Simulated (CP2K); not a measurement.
Crystal: NiO.

```
Ni O
1.0
     5.56612    0.00000    0.00000
    -1.39153    2.41020    0.00000
     0.00000    0.00000    2.71613
Ni O
2 2
Direct
  0.00000 0.00000 0.00000
  0.50000 0.00000 0.00000
  0.33333 0.33333 0.50000
  0.83333 0.33333 0.50000
```

Measurements of this composition are mostly on another form, of space group No. 225.

Base run:

| Quantity | Value |
| --- | --- |
| Program | CP2K 2026.2 |
| Functional | PBE |
| Potentials or basis | GTH_POTENTIALS Ni GTH-PBE-q18; POTENTIAL_UZH O GTH-PBE-q6; DZVP-MOLOPT-SR-GTH, DZVP-MOLOPT-PBE-GTH basis |
| Density cutoff | 8163 eV |
| k mesh | 8 × 8 × 8 |
| Occupations | fermi-dirac, width 0.05 eV |
| Spin | collinear spin, ferrimagnetic start |
| Starting moments | [1.0, -0.5, 0.0, 0.0] μB |

Its results: band gap on the k mesh none (metal or under the smearing width); pressure 1.0 GPa; net moment -0.97 μB per cell.

Problem. The run is repeated on the same cell with these changes: spin from collinear spin, ferrimagnetic start to collinear spin, zero start; moments at the start from [1.0, -0.5, 0.0, 0.0] to [0.0, 0.0, 0.0, 0.0]. What comes out?

Solution. Band gap on the k mesh none (metal or under the smearing width); pressure 0.5 GPa; net moment 0.00 μB per cell.

Caveats: the basis of atomic orbitals isn't converged, which shifts pressures, moduli and gaps; semilocal functionals often make such compounds metallic where correlation or magnetic order opens a gap, which also shifts bond lengths.
